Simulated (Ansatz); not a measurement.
Structure: MgS (h-MgO type), at its r2SCAN minimum. It is hexagonal, P6_3/mmc (No. 194); a = 4.296 Å, c = 5.285 Å in the conventional setting, 21.11 Å³ an atom. Mg is surrounded by 5 S at 2.48–2.64 Å; S is surrounded by 5 Mg at 2.48–2.64 Å.

```
CELL_PARAMETERS angstrom
4.29554 0.00000 0.00000
-2.14777 3.72005 0.00000
0.00000 0.00000 5.28509
ATOMIC_POSITIONS crystal
Mg 0.33333 0.66667 0.25000
Mg 0.66667 0.33333 0.75000
S 0.66667 0.33333 0.25000
S 0.33333 0.66667 0.75000
```

5 runs of Ansatz 0.2.0 on this cell differ in the functional (and in the settings that go with it). Levels are in eV from each run's valence top; v1 is the last filled band, c1 the first empty one.

Run A, mean stress +2.9 GPa (compression positive):
```
point     v5     v3     v1     c1     c2     c3
    Γ  -2.71  -1.15   0.00  10.30  10.49  13.73
    M  -3.66  -3.24  -1.07  10.52  13.14  13.41
    K  -3.52  -2.88  -1.72  11.84  12.73  14.10
    A  -3.01  -1.98  -1.98  12.08  12.08  13.65
    L  -5.54  -2.51  -1.06  11.70  11.70  14.45
    H  -5.37  -3.54  -0.51  13.48  13.48  13.82
```

Run B, mean stress +1.1 GPa (compression positive):
```
point     v5     v3     v1    c1    c2    c3
    Γ  -2.01  -0.87   0.00  3.00  3.02  6.02
    M  -2.71  -2.53  -0.80  3.37  5.30  6.11
    K  -2.76  -2.15  -1.27  4.75  5.54  5.93
    A  -2.38  -1.47  -1.47  4.63  4.63  5.97
    L  -4.17  -1.88  -0.84  4.50  4.50  6.44
    H  -4.06  -2.68  -0.37  5.94  5.94  6.16
```

Run C, mean stress 0.0 GPa (compression positive):
```
point     v5     v3     v1    c1    c2    c3
    Γ  -2.20  -0.95   0.00  4.53  4.62  7.71
    M  -2.98  -2.74  -0.87  4.91  6.99  7.69
    K  -2.99  -2.36  -1.40  6.26  7.11  7.71
    A  -2.57  -1.61  -1.61  6.25  6.25  7.64
    L  -4.56  -2.06  -0.90  6.05  6.05  8.18
    H  -4.43  -2.93  -0.41  7.63  7.63  7.76
```

Run D, mean stress -0.1 GPa (compression positive):
```
point     v5     v3     v1    c1    c2    c3
    Γ  -2.20  -0.94   0.00  4.00  4.05  7.13
    M  -2.96  -2.72  -0.87  4.34  6.43  7.12
    K  -2.97  -2.35  -1.39  5.70  6.55  7.13
    A  -2.55  -1.61  -1.61  5.69  5.69  7.07
    L  -4.54  -2.05  -0.89  5.49  5.49  7.60
    H  -4.41  -2.90  -0.41  7.06  7.06  7.20
```

Run E, mean stress -0.6 GPa (compression positive):
```
point     v5     v3     v1    c1    c2    c3
    Γ  -2.26  -0.98   0.00  5.05  5.17  8.20
    M  -3.04  -2.76  -0.90  5.35  7.57  8.10
    K  -3.00  -2.41  -1.44  6.65  7.48  8.31
    A  -2.59  -1.66  -1.66  6.74  6.74  8.12
    L  -4.62  -2.11  -0.93  6.49  6.49  8.74
    H  -4.49  -3.00  -0.43  8.16  8.16  8.19
```

Question: Match the runs to PBE, HSE06, DDH-PBE0, r2SCAN0, Hartree-Fock.

Answer: A is Hartree-Fock, B is PBE, C is DDH-PBE0, D is HSE06, E is r2SCAN0. In order of the gap: PBE 3.00, HSE06 4.00, DDH-PBE0 4.53, r2SCAN0 5.05, Hartree-Fock 10.30 eV.

(Calculated; spin-unpolarised; the phase may be known or hypothetical.)

The program warns that its thresholds are loose for a hybrid's stress.

The meshes of the hybrids are coarse, so their gaps aren't converged to the digits shown.
